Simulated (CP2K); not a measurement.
Runs of CP2K 2026.2 on InPd. It takes space group Pm-3m (No. 221, cubic). The conventional cell has a = 3.272 Å, b = 3.272 Å, c = 3.272 Å, α = 90.00°, β = 90.00°, γ = 90.00°. Around In (site symmetry m-3m) lie 8 Pd at 2.83 Å. Pd (site symmetry m-3m) has 8 In at 2.83 Å as nearest neighbours. The cell comes from a database or a generator and needn't be the stable form of this composition.

```csv
task,level,potentials or basis,cell,smearing,NGRIDS,CUTOFF of the grids,gap on the mesh (eV),pressure (GPa),V0 of scaled cells (Å³/atom),B0 (GPa)
single point,PBE,"POTENTIAL_UZH In GTH-PBE-q13, Pd GTH-PBE-q18; TZVP-MOLOPT-PBE-GTH basis","atoms moved at random, drawn with an rms of 0.05 Å",fermi-dirac 0.05 eV,5,500 Ry,none,5.3,-,-
single point,PBE,"POTENTIAL_UZH In GTH-PBE-q13, Pd GTH-PBE-q18; TZVP-MOLOPT-PBE-GTH basis",as given,fermi-dirac 0.05 eV,5,500 Ry,none,5.1,-,-
equation of state,r2SCAN,"POTENTIAL_UZH In GTH-SCAN-q13, Pd GTH-SCAN-q18; TZVP-MOLOPT-SCAN-GTH basis",as given,fermi-dirac 0.1 eV,4,675 Ry,-,-,(b),(a)
equation of state,PBE,"POTENTIAL_UZH In GTH-PBE-q13, Pd GTH-PBE-q18; TZVP-MOLOPT-PBE-GTH basis",as given,fermi-dirac 0.05 eV,4,500 Ry,-,-,18.24,113
```

Alike in all rows: no spin polarisation; k mesh 8 × 8 × 8.

Q: Fill in the values left out.

A: (a) 125; (b) 17.88.

Caveats: the basis of atomic orbitals isn't converged, which shifts pressures, moduli and gaps.

A k mesh can miss the band edges, and the runs leave out spin-orbit coupling on In, Pd.

A gap of «none» marks a metal or a gap under the smearing width.
